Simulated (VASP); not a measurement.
# BaF2 (Frankdicksonite) (Fm-3m) in VASP: further runs

One crystal, BaF2 (Frankdicksonite), is run at these levels: PBEsol; tasks: relaxation of cell and atoms.

Everything below comes from runs of VASP 6.6.1. Logs are shortened: lines on timing, memory, paths and dates and some standing lists are left out, and cuts for length are marked.

### 1 The crystal as given

Symmetry: Fm-3m, No. 225, cubic system. The conventional cell has a = 6.200 Å, b = 6.200 Å, c = 6.200 Å, α = 90.00°, β = 90.00°, γ = 90.00°. Ba (site symmetry m-3m) is surrounded by 8 F at 2.68 Å. Around F (site symmetry -43m) lie 4 Ba at 2.68 Å.

### 2 Relaxation of cell and atoms, PBEsol

INCAR

```
ALGO = Normal ; EDIFF = 1E-6
EDIFFG = -0.01 ; ENCUT = 600
GGA = PS ; IBRION = 2
ISIF = 3 ; ISMEAR = 0
KPAR = 2 ; LASPH = T
LCHARG = F ; LREAL = F
LWAVE = F ; NELM = 80
NSW = 90 ; PREC = Accurate
SIGMA = 0.03
```

KPOINTS

```
k-points
0
Gamma
  8 8 8
```

POSCAR

```
BaF2
1.0
    0.0000000000      3.1000500000      3.1000500000
    3.1000500000      0.0000000000      3.1000500000
    3.1000500000      3.1000500000      0.0000000000
Ba F
1 2
Direct
    0.0000000000      0.0000000000      0.0000000000
    0.2500000000      0.2500000000      0.2500000000
    0.7500000000      0.7500000000      0.7500000000
```

Potentials or basis: VASP PAW PBE potentials, release 64 (Ba_sv, F).

Launch:

```
$ cat potpaw_PBE.64/Ba_sv/POTCAR potpaw_PBE.64/F/POTCAR > POTCAR
$ mpirun -np 2 vasp_std > vasp.out
```

OUTCAR:

```text
EDIFF = 1E-6
   EDIFFG = -0.01
   ENCUT = 600
   GGA = PS
   IBRION = 2
   ISIF = 3
   ISMEAR = 0
   LASPH = T
   LREAL = F
   NELM = 80
   NSW = 90
   PREC = Accurate

 ion  position               nearest neighbor table
   1  0.000  0.000  0.000-   3 2.68   3 2.68   2 2.68   3 2.68   2 2.68   2 2.68   3 2.68   2 2.68

   2  0.250  0.250  0.250-   1 2.68   1 2.68   1 2.68   1 2.68
   3  0.750  0.750  0.750-   1 2.68   1 2.68   1 2.68   1 2.68

  LATTYP: Found a face centered cubic cell.
 ALAT       =     6.2001000000

  Lattice vectors:

 A1 = (   0.0000000000,   3.1000500000,   3.1000500000)
 A2 = (   3.1000500000,   0.0000000000,   3.1000500000)
 A3 = (   3.1000500000,   3.1000500000,   0.0000000000)

Analysis of symmetry for initial positions (statically):
=====================================================================
 Subroutine PRICEL returns:
 Original cell was already a primitive cell.

 Routine SETGRP: Setting up the symmetry group for a
 face centered cubic supercell.

 Subroutine GETGRP returns: Found 48 space group operations
 (whereof 48 operations were pure point group operations)
 out of a pool of 48 trial point group operations.

The static configuration has the point symmetry O_h .

Analysis of symmetry for dynamics (positions and initial velocities):
=====================================================================
 Subroutine PRICEL returns:
 Original cell was already a primitive cell.

 Routine SETGRP: Setting up the symmetry group for a
 face centered cubic supercell.

 Subroutine GETGRP returns: Found 48 space group operations
 (whereof 48 operations were pure point group operations)
 out of a pool of 48 trial point group operations.

The dynamic configuration has the point symmetry O_h .

 Subroutine INISYM returns: Found 48 space group operations
 (whereof 48 operations are pure point group operations),
 and found     1 'primitive' translations

----------------------------------------------------------------------------------------

                                     Primitive cell

  volume of cell :      59.5849

  direct lattice vectors                    reciprocal lattice vectors
     0.000000000  3.100050000  3.100050000    -0.161287721  0.161287721  0.161287721
     3.100050000  0.000000000  3.100050000     0.161287721 -0.161287721  0.161287721
     3.100050000  3.100050000  0.000000000     0.161287721  0.161287721 -0.161287721

  length of vectors
     4.384132754  4.384132754  4.384132754     0.279358528  0.279358528  0.279358528

  position of ions in fractional coordinates (direct lattice)
     0.000000000  0.000000000  0.000000000
     0.250000000  0.250000000  0.250000000
     0.750000000  0.750000000  0.750000000

  ion indices of the primitive-cell ions
   primitive index   ion index
                 1           1
                 2           2
                 3           3

----------------------------------------------------------------------------------------

 KPOINTS: k-points

Automatic generation of k-mesh.
 Grid dimensions read from file:
 generate k-points for:    8    8    8

 Generating k-lattice:

  Cartesian coordinates                     Fractional coordinates (reciprocal lattice)
    -0.020160965  0.020160965  0.020160965     0.125000000  0.000000000  0.000000000
     0.020160965 -0.020160965  0.020160965     0.000000000  0.125000000  0.000000000
     0.020160965  0.020160965 -0.020160965     0.000000000  0.000000000  0.125000000

  Length of vectors
     0.034919816  0.034919816  0.034919816

  Shift w.r.t. Gamma in fractional coordinates (k-lattice)
     0.000000000  0.000000000  0.000000000

 Subroutine IBZKPT returns following result:
 ===========================================

 Found     29 irreducible k-points:

 Following reciprocal coordinates:
            Coordinates               Weight
  0.000000  0.000000  0.000000      1.000000
  0.125000  0.000000  0.000000      8.000000
  0.250000  0.000000  0.000000      8.000000
  0.375000  0.000000  0.000000      8.000000
  0.500000  0.000000  0.000000      4.000000
  0.125000  0.125000  0.000000      6.000000
[... 16 lines left out ...]
  0.500000  0.250000  0.125000     48.000000
 -0.375000  0.250000  0.125000     24.000000
 [... further k-points ...]
   k-points           NKPTS =     29   k-points in BZ     NKDIM =     29   number of bands    NBANDS=     16
   number of dos      NEDOS =    301   number of ions     NIONS =      3
   total plane-waves  NPLWV =  46656
   dimension x,y,z NGX =    36 NGY =   36 NGZ =   36
   dimension x,y,z NGXF=    72 NGYF=   72 NGZF=   72
   ions per type =               1   2
   NGX,Y,Z   is equivalent  to a cutoff of  13.65, 13.65, 13.65 a.u.
   NGXF,Y,Z  is equivalent  to a cutoff of  27.30, 27.30, 27.30 a.u.
 SYSTEM =  unknown system
   PREC   = accura    normal or accurate (medium, high low for compatibility)
   ISTART =      0    job   : 0-new  1-cont  2-samecut
   ICHARG =      2    charge: 1-file 2-atom 10-const
   ISPIN  =      1    spin polarized calculation?
   LNONCOLLINEAR =      F non collinear calculations
   LSORBIT =      F    spin-orbit coupling
   LASPH  =      T    aspherical Exc in radial PAW
   ENCUT  =  600.0 eV  44.10 Ry    6.64 a.u.   8.76  8.76  8.76*2*pi/ulx,y,z
   NELM   =     80;   NELMIN=  2; NELMDL= -5     # of ELM steps
   EDIFF  = 0.1E-05   stopping-criterion for ELM
   LREAL  =      F    real-space projection
   EDIFFG = -.1E-01   stopping-criterion for IOM
   NSW    =     90    number of steps for IOM
   IBRION =      2    ionic relax: 0-MD 1-quasi-New 2-CG
   NFREE  =      1    steps in history (QN), initial steepest desc. (CG)
   ISIF   =      3    stress and relaxation
   ISYM   =      2    0-nonsym 1-usesym 2-fastsym
   POTIM  = 0.5000    time-step for ionic-motion
   TEBEG  =    0.0;   TEEND  =   0.0 temperature during run
   PSTRESS=    0.0 pullay stress
   NELECT =      24.0000    total number of electrons
   NUPDOWN=      -1.0000    fix difference up-down
   EMIN   =  10.00;   EMAX   =-10.00  energy-range for DOS
   EFERMI =   0.00;   METHOD = LEGACY
   ISMEAR =     0;   SIGMA  =   0.03  broadening in eV -4-tet -1-fermi 0-gaus
   EFERMI_NEDOS =   21; number of points for ismear=-14 and -15
   IALGO  =     38    algorithm
   IMIX   =      4    mixing-type and parameters
     AMIX     =   0.40;   BMIX     =  1.00
     AMIX_MAG =   1.60;   BMIX_MAG =  1.00
  volume/ion in A,a.u.               =      19.86       134.03
  Fermi-wavevector in a.u.,A,eV,Ry     =   1.209019  2.284715 19.888011  1.461728
  Thomas-Fermi vector in A             =   2.344609
   LORBIT       =      0    0 simple, 1 ext, 2 COOP (PROOUT), +10 PAW based schemes
   GGA     = PS    functional components
   LHFCALC =     F    Hartree Fock is set to
   AEXX    =    0.0000 exact exchange contribution
   IVDW    =     0    specifies the selected vdW correction
   LEPSILON=     F    determine dielectric tensor
   LRPA    =     F    only Hartree local field effects (RPA)
 conjugate gradient relaxation of ions
 non-spin polarized calculation
 Gauss-broadening in eV      SIGMA  =   0.03
  energy-cutoff  :      600.00
  volume of cell :       59.58
 maximum number of plane-waves:      2012
   NGX = 17   NGY = 17   NGZ = 17

--------------------------------------- Ionic step        1  -------------------------------------------

 number of electron      24.0000002 magnetization

 Free energy of the ion-electron system (eV)
  ---------------------------------------------------
  ext. energy  EPLUGINS =         0.00000000
  ---------------------------------------------------
  free energy    TOTEN  =       -17.64487770 eV

  energy without entropy =      -17.64487770  energy(sigma->0) =      -17.64487770

------------------------ aborting loop because EDIFF is reached ----------------------------------------

  FORCE on cell =-STRESS in cart. coord.  units (eV):
  Direction    XX          YY          ZZ          XY          YZ          ZX
  --------------------------------------------------------------------------------------
  -------------------------------------------------------------------------------------
  Total       -0.2561307     -0.2561307     -0.2561307     -0.0000000     -0.0000000      0.0000000
  in kB       -6.8870962     -6.8870962     -6.8870962     -0.0000000     -0.0000000      0.0000000
  external PRESSURE =      -6.8870962 kB  Pullay stress =       0.0000000 kB

 VOLUME and BASIS-vectors are now :
 -----------------------------------------------------------------------------
  energy-cutoff  :      600.00
  volume of cell :       59.58
      direct lattice vectors                 reciprocal lattice vectors
     0.000000000  3.100050000  3.100050000    -0.161287721  0.161287721  0.161287721
     3.100050000  0.000000000  3.100050000     0.161287721 -0.161287721  0.161287721
     3.100050000  3.100050000  0.000000000     0.161287721  0.161287721 -0.161287721

 POSITION                                       TOTAL-FORCE (eV/Angst)
 -----------------------------------------------------------------------------------
      0.00000      0.00000      0.00000        -0.000000      0.000000     -0.000000
      1.55002      1.55002      1.55002         0.000000     -0.000000     -0.000000
      4.65008      4.65008      4.65008         0.000000      0.000000      0.000000
 -----------------------------------------------------------------------------------
    total drift:                                0.000000      0.000000      0.000000

  FREE ENERGIE OF THE ION-ELECTRON SYSTEM (eV)
  ---------------------------------------------------
  free  energy   TOTEN  =       -17.6448777002 eV

  energy  without entropy=      -17.6448777002  energy(sigma->0) =      -17.64487770

--------------------------------------- Ionic step        2  -------------------------------------------

 number of electron      23.9999995 magnetization

 Free energy of the ion-electron system (eV)
  ---------------------------------------------------
  ext. energy  EPLUGINS =         0.00000000
  ---------------------------------------------------
  free energy    TOTEN  =       -17.64638263 eV

  energy without entropy =      -17.64638263  energy(sigma->0) =      -17.64638263

 E-fermi :  -1.9785     XC(G=0):  -8.9714

 val. band max:       -2.1396338023   @ k =  -0.2500   0.2500   0.0000
 cond. band min:       4.5391028894   @ k =   0.0000   0.0000   0.0000
 fundamental gap:      6.6787366918
 Fermi energy:        -1.9785020049

 k-point     1 :       0.0000    0.0000    0.0000
  band No.  band energies     occupation
      1     -25.1880      2.00000
      2     -20.9681      2.00000
      3     -20.9094      2.00000
      4      -9.9990      2.00000
      5      -9.9990      2.00000
      6      -9.9990      2.00000
[... 8 lines left out ...]
     15       7.0121      0.00000
     16       9.2834      0.00000

 k-point     2 :       0.1250    0.0000    0.0000
  band No.  band energies     occupation
      1     -25.1566      2.00000
      2     -20.9846      2.00000
      3     -20.9491      2.00000
      4     -10.0296      2.00000
      5     -10.0254      2.00000
      6     -10.0254      2.00000
[... 8 lines left out ...]
     15       7.0052      0.00000
     16       9.0907      0.00000

 k-point     3 :       0.2500    0.0000    0.0000
  band No.  band energies     occupation
      1     -25.0777      2.00000
      2     -21.0681      2.00000
      3     -21.0045      2.00000
      4     -10.0951      2.00000
      5     -10.0874      2.00000
      6     -10.0874      2.00000
[... 8 lines left out ...]
     15       7.0021      0.00000
     16       8.6596      0.00000
[... 362 lines left out ...]
 k-point    23 :       0.5000    0.2500    0.1250
  band No.  band energies     occupation
      1     -24.9476      2.00000
      2     -21.1870      2.00000
      3     -21.1083      2.00000
      4     -10.2816      2.00000
      5     -10.2026      2.00000
      6     -10.0617      2.00000
[... 8 lines left out ...]
     15       7.4565      0.00000
     16       8.0061      0.00000

 k-point    24 :      -0.3750    0.2500    0.1250
  band No.  band energies     occupation
      1     -24.9180      2.00000
      2     -21.2179      2.00000
      3     -21.1273      2.00000
      4     -10.3096      2.00000
      5     -10.1464      2.00000
      6     -10.1459      2.00000
[... 8 lines left out ...]
     15       7.3692      0.00000
     16       8.1278      0.00000

 [... further k-points ...]

------------------------ aborting loop because EDIFF is reached ----------------------------------------

  FORCE on cell =-STRESS in cart. coord.  units (eV):
  Direction    XX          YY          ZZ          XY          YZ          ZX
  --------------------------------------------------------------------------------------
  -------------------------------------------------------------------------------------
  Total        0.0147239      0.0147239      0.0147239      0.0000000      0.0000000     -0.0000000
  in kB        0.4008434      0.4008434      0.4008434      0.0000000      0.0000000     -0.0000000
  external PRESSURE =       0.4008434 kB  Pullay stress =       0.0000000 kB

 VOLUME and BASIS-vectors are now :
 -----------------------------------------------------------------------------
  energy-cutoff  :      600.00
  volume of cell :       58.85
      direct lattice vectors                 reciprocal lattice vectors
     0.000000000  3.087281488  3.087281488    -0.161954782  0.161954782  0.161954782
     3.087281488 -0.000000000  3.087281488     0.161954782 -0.161954782  0.161954782
     3.087281488  3.087281488 -0.000000000     0.161954782  0.161954782 -0.161954782

 POSITION                                       TOTAL-FORCE (eV/Angst)
 -----------------------------------------------------------------------------------
      6.17456      3.08728      3.08728         0.000000     -0.000000      0.000000
      1.54364      1.54364      1.54364         0.000000      0.000000      0.000000
      4.63092      4.63092      4.63092        -0.000000     -0.000000     -0.000000
 -----------------------------------------------------------------------------------
    total drift:                                0.000000      0.000000      0.000000

  FREE ENERGIE OF THE ION-ELECTRON SYSTEM (eV)
  ---------------------------------------------------
  free  energy   TOTEN  =       -17.6463826321 eV

  energy  without entropy=      -17.6463826321  energy(sigma->0) =      -17.64638263

 reached required accuracy - stopping structural energy minimisation
```

Run time: 59 s. Hardware: 2 MPI ranks of AMD EPYC 7R43 (Zen 3), shared host; peak memory 0.17 GiB.

Results:

* Free energy: -17.6464 eV
* Relaxed volume: 19.62 Å³/atom
* Relaxed cell: a = 4.366 Å, b = 4.366 Å, c = 4.366 Å, α = 60.00°, β = 60.00°, γ = 60.00°
* Space group after relaxing (to 0.05 Å): Fm-3m (No. 225)
* Energy gained by relaxing: 0.5 meV/atom
* Ionic steps: 2
* Pressure after relaxing: 0.0 GPa
* Band gap on the k mesh: 6.68 eV, indirect (least direct gap 6.77 eV)

The path:
| step | energy change (eV) | largest force (eV/Å) | pressure (GPa) | volume (Å³) |
| --- | --- | --- | --- | --- |
| 1 | 0.0000 | 0.0000 | -0.69 | 59.58 |
| 2 | -0.0015 | 0.0000 | 0.04 | 58.85 |

Final structure:
```cif
data_structure
_symmetry_space_group_name_H-M 'P 1'
_symmetry_Int_Tables_number 1
_cell_length_a 4.3661
_cell_length_b 4.3661
_cell_length_c 4.3661
_cell_angle_alpha 60.000
_cell_angle_beta 60.000
_cell_angle_gamma 60.000
_cell_volume 58.85
loop_
_atom_site_label
_atom_site_type_symbol
_atom_site_fract_x
_atom_site_fract_y
_atom_site_fract_z
_atom_site_occupancy
Ba1 Ba 0.00000 0.00000 0.00000 1
F1 F 0.25000 0.25000 0.25000 1
F2 F 0.75000 0.75000 0.75000 1
```

Caveat: the PAW data sets were made with another functional, which shifts forces and pressure a little; spin-orbit coupling is left out, which moves the levels of the heavy elements. A k mesh can miss the band edges.

### 3 Relaxation of cell and atoms, PBEsol

This run uses another cell than the first one, of 19.62 Å³/atom, 0.988 times its volume.

INCAR, as its differences from that of step 2:

```diff
@@ -1,3 +1,3 @@
-ALGO = Normal ; EDIFF = 1E-6
-EDIFFG = -0.01 ; ENCUT = 600
+ALGO = Normal ; EDIFF = 1E-7
+EDIFFG = -0.005 ; ENCUT = 600
 GGA = PS ; IBRION = 2
```

KPOINTS is that of step 2.

POSCAR

```
BaF2                                    
1.0
    0.0000000000      3.0872814879      3.0872814879
    3.0872814879     -0.0000000000      3.0872814879
    3.0872814879      3.0872814879     -0.0000000000
  Ba              F             
     1     2
Direct
     0.0000000000000000    1.0000000000000000    1.0000000000000000
     0.2500000000000000    0.2500000000000000    0.2500000000000000
     0.7500000000000000    0.7500000000000000    0.7500000000000000
```

Potentials or basis: VASP PAW PBE potentials, release 64 (Ba_sv, F).

Launch:

```
$ cat potpaw_PBE.64/Ba_sv/POTCAR potpaw_PBE.64/F/POTCAR > POTCAR
$ mpirun -np 2 vasp_std > vasp.out
```

Wall time 60 s (2 MPI ranks of AMD EPYC 7R43 (Zen 3), shared host); peak memory 0.18 GiB.

The run converged. Its results:

```yaml
Free_energy: -17.6452 eV
Relaxed_volume: 19.64 Å³/atom
Relaxed_cell: a = 4.367 Å, b = 4.367 Å, c = 4.367 Å, α = 60.00°, β = 60.00°, γ = 60.00°
Space_group_after_relaxing_to_0.05_Å: Fm-3m (No. 225)
Energy_gained_by_relaxing: 0.0 meV/atom
Ionic_steps: 2
Pressure_after_relaxing: 0.0 GPa
Band_gap_on_the_k_mesh: 6.67 eV, indirect (least direct gap 6.76 eV)
```

Final structure:
```cif
data_structure
_symmetry_space_group_name_H-M 'P 1'
_symmetry_Int_Tables_number 1
_cell_length_a 4.3674
_cell_length_b 4.3674
_cell_length_c 4.3674
_cell_angle_alpha 60.000
_cell_angle_beta 60.000
_cell_angle_gamma 60.000
_cell_volume 58.91
loop_
_atom_site_label
_atom_site_type_symbol
_atom_site_fract_x
_atom_site_fract_y
_atom_site_fract_z
_atom_site_occupancy
Ba1 Ba 0.00000 0.00000 0.00000 1
F1 F 0.25000 0.25000 0.25000 1
F2 F 0.75000 0.75000 0.75000 1
```

Levels at points of the mesh, in eV from the valence-band top:
```
           k point  band 10  band 11  band 12  band 13  band 14  band 15
(0.00, 0.00, 0.00)    -0.09    -0.09    -0.09     6.67     9.15     9.15
(0.50, 0.00, 0.00)    -0.36    -0.17    -0.17     9.07     9.16     9.16
(0.50, 0.50, 0.00)    -0.33    -0.33    -0.14     7.19     8.96    10.70
```

Caveat: the PAW data sets were made with another functional, which shifts forces and pressure a little; spin-orbit coupling is left out, which moves the levels of the heavy elements. A k mesh can miss the band edges.
